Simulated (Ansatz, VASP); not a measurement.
AgBr: VASP beside Ansatz

The input INCAR:

```
PREC = Accurate
ENCUT = 520
EDIFF = 1E-7
ISMEAR = -1
SIGMA = 0.05
LREAL = F
LASPH = T
NELM = 80
ALGO = Normal
ISIF = 2
LWAVE = F
LCHARG = F
GGA = PE
NBANDS = 16
```

Contents of KPOINTS:

```
Automatic mesh
0
Gamma
  8 8 8
```

Contents of POSCAR:

```
AgBr
1.0
    0.0000000000      2.8891581698      2.8891581698
    2.8891581698      0.0000000000      2.8891581698
    2.8891581698      2.8891581698      0.0000000000
Ag Br
1 1
Direct
    0.0000000000      0.0000000000      0.0000000000
    0.5000000000      0.5000000000      0.5000000000
```

input.yaml

```yaml
crystal:
  lattice:
    - [0.0, 2.8891581698, 2.8891581698]
    - [2.8891581698, 0.0, 2.8891581698]
    - [2.8891581698, 2.8891581698, 0.0]
  atoms:
    - { symbol: Ag, position: [0.0, 0.0, 0.0] }
    - { symbol: Br, position: [0.5, 0.5, 0.5] }
hamiltonian:
  xc: pbe
  pseudopotentials: { kind: paw }
kpoints:
  mp_grid: { grid: [8, 8, 8] }
scf:
  occupations: { method: fermi_dirac, width: 0.05 }
output:
  forces: true
  stress: true
  eigenvalues: true
```

Change from the starting cell: volume scaled by 1.02.

Alike in both runs: task single point; functional PBE; k mesh 8 × 8 × 8; occupations fermi-dirac, width 0.05 eV; no spin polarisation.

```csv
,VASP,Ansatz
version,VASP 6.6.1,Ansatz 0.2.0
potentials or method,"VASP PAW PBE potentials, release 64 (Ag, Br)",Ansatz PAW
plane-wave cutoff (eV),520,420
valence electrons in the cell,18,26
```

```tsv
	VASP	Ansatz	Ansatz less VASP
gap on the k mesh at the Fermi level (eV)	0.68	0.68	+0.001
least direct gap on the mesh (eV)	2.54	2.54	+0.001
pressure (GPa)	1.3	1.4	+0.05
```

The functional is the same, so the differences come from potentials, cutoffs and numerics. The two sets of potentials don't hold the same shells in valence.

A k mesh can miss the band edges.
